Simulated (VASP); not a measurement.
**BaTe in VASP: one cell, several levels of theory**

What does VASP give for the known phase of BaTe with 2 atoms a cell, under -1.4 % strain along y alone, the cell held fixed? Runs: PBE, r2SCAN.

Code: VASP 6.6.1. PAW datasets, plane waves. Calculated at 0 K for a non-magnetic cell.

**1. The system as given**

The cell comes from an earlier relaxation with r2SCAN in another program, then strained, with the atoms relaxed again.

Space group I4/mmm (No. 139), tetragonal; a = 4.996 Å, c = 6.967 Å in the conventional setting, 43.47 Å³ an atom. Around Ba lie 6 Te at 3.48–3.53 Å; around Te lie 6 Ba at 3.48–3.53 Å.

Coordinates:

```xyz
2
Lattice="0.0000 3.4836 3.5324 3.5324 0.0000 3.5324 3.5324 3.4836 0.0000" Properties=species:S:1:pos:R:3 pbc="T T T"
Ba    0.0000    0.0000    0.0000
Te    3.5324    3.4836    3.5324
```

**2. PBE at this geometry**

Contents of INCAR:

```
ENCUT = 520.000000
SIGMA = 0.020000
EDIFF = 1.00e-07
GGA = PE
PREC = Accurate
IBRION = -1
ISIF = 2
ISMEAR = -1
NBANDS = 15
NELM = 120
NSW = 0
LASPH = .TRUE.
LCHARG = .FALSE.
LWAVE = .FALSE.
LREAL = .FALSE.
```

Contents of KPOINTS:

```
KPOINTS created by Atomic Simulation Environment
0
Gamma
6 6 6
0 0 0
```

Contents of KPOINTS_OPT:

```
special points
6
Reciprocal
0.0000000000 0.0000000000 0.0000000000 1
0.5000000000 0.0000000000 0.5000000000 1
0.6250000000 0.2500000000 0.6250000000 1
0.3750000000 0.3750000000 0.7500000000 1
0.5000000000 0.5000000000 0.5000000000 1
0.5000000000 0.2500000000 0.7500000000 1
```

Contents of POSCAR:

```
Ba Te
 1.0000000000000000
     0.0000000000000000    3.4836324785000001    3.5323793129999999
     3.5323793129999999    0.0000000000000000    3.5323793129999999
     3.5323793129999999    3.4836324785000001    0.0000000000000000
 Ba  Te
   1   1
Cartesian
  0.0000000000000000  0.0000000000000000  0.0000000000000000
  3.5323793129999994  3.4836324784999997  3.5323793129999994
```

The run uses the recommended PBE PAW datasets (16 valence electrons a neutral cell).

Started as:

```console
$ mpirun -np 1 vasp_std
```

**3. r2SCAN at this geometry**

Contents of INCAR:

```
ENCUT = 520.000000
SIGMA = 0.010000
EDIFF = 1.00e-07
ALGO = Normal
METAGGA = R2SCAN
PREC = Accurate
IBRION = -1
ISIF = 2
ISMEAR = 0
NBANDS = 15
NELM = 120
NSW = 0
LASPH = .TRUE.
LCHARG = .TRUE.
LELF = .TRUE.
LWAVE = .FALSE.
LREAL = .FALSE.
```

KPOINTS is that of step 2.

KPOINTS_OPT is that of step 2.

POSCAR is that of step 2.

Before running it: what results should come out? Wanted: for each run, gap; pressure.

**Answer**, as computed:

```
 level  gap (eV)  pressure (GPa)
   PBE      1.52            0.74
r2SCAN      1.88            0.77
```

The gap spans 1.52 eV (PBE) to 1.88 eV (r2SCAN). Spin-orbit coupling is left out, though the cell holds Ba (Z = 56).
